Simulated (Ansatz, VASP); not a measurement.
## One calculation of ScAl3, two programs

The input POSCAR:

```
ScAl3
1.0
    4.0878065700      0.0000000000      0.0000000000
    0.0000000000      4.0878065700      0.0000000000
    0.0000000000      0.0000000000      4.0878065700
Sc Al
1 3
Direct
    0.0000000000      0.0000000000      0.0000000000
    0.5000000000      0.5000000000      0.0000000000
    0.0000000000      0.5000000000      0.5000000000
    0.5000000000      0.0000000000      0.5000000000
```

Contents of INCAR.step1:

```
SYSTEM = ScAl3
ALGO = Normal ; EDIFF = 1E-4
ENCUT = 520 ; GGA = PE
ISMEAR = -1 ; LASPH = .True.
LCHARG = .False. ; LREAL = .False.
LWAVE = .True. ; NBANDS = 18
NELM = 100 ; PREC = Accurate
SIGMA = 0.05
```

INCAR.step2

```
SYSTEM = ScAl3
ALGO = Normal ; EDIFF = 1E-7
ENCUT = 520 ; ISIF = 2
ISMEAR = -1 ; ISTART = 1
LASPH = .True. ; LCHARG = .True.
LELF = .True. ; LMIXTAU = .True.
LREAL = .False. ; LVHAR = .True.
LWAVE = .False. ; METAGGA = R2SCAN
NBANDS = 18 ; NELM = 100
PREC = Accurate ; SIGMA = 0.05
```

Contents of KPOINTS:

```
k-points
0
Gamma
  7 7 7
  0 0 0
```

The input input.yaml:

```yaml
crystal:
  lattice:
    - [4.08780657, 0.0, 0.0]
    - [0.0, 4.08780657, 0.0]
    - [0.0, 0.0, 4.08780657]
  atoms:
    - { symbol: Sc, position: [0.0, 0.0, 0.0] }
    - { symbol: Al, position: [0.5, 0.5, 0.0] }
    - { symbol: Al, position: [0.0, 0.5, 0.5] }
    - { symbol: Al, position: [0.5, 0.0, 0.5] }
hamiltonian:
  xc: r2scan
  pseudopotentials: { kind: paw }
kpoints:
  mp_grid: { grid: [7, 7, 7] }
  band_path:
    path:
      - [[0.0, 0.0, 0.0], [0.0, 0.5, 0.0], [0.5, 0.5, 0.0], [0.0, 0.0, 0.0], [0.5, 0.5, 0.5], [0.0, 0.5, 0.0]]
      - [[0.5, 0.5, 0.0], [0.5, 0.5, 0.5]]
    npoints: 14
scf:
  occupations: { method: fermi_dirac, width: 0.05 }
  n_extra_bands: 10
output:
  forces: true
  stress: true
  eigenvalues: true
  fatbands: false
```

The cell is a database's computed one.

Alike in both runs: functional r2SCAN; k mesh 7 × 7 × 7; occupations fermi-dirac, width 0.05 eV; no spin polarisation.

|  | VASP | Ansatz |
| --- | --- | --- |
| version | VASP 6.6.1 | Ansatz 0.2.0 |
| potentials or method | VASP PAW PBE potentials, release 64 (Sc_sv, Al) | Ansatz PAW |
| plane-wave cutoff (eV) | 520 | 500 |
| valence electrons in the cell | 20 | 20 |
| task | single point | band structure |

```tsv
	VASP	Ansatz	Ansatz less VASP
gap on the k mesh at the Fermi level (eV)	none	none	-
pressure (GPa)	-0.2	-0.2	0.00
```

A gap of «none» marks a metal or a gap that the smearing closes.

Caveats: the PAW data sets were made with another functional, which shifts forces and pressure a little (VASP); the PAW data sets come from PBE, with cores solved anew for the run's functional, which leaves a small shift of forces and pressure (Ansatz).
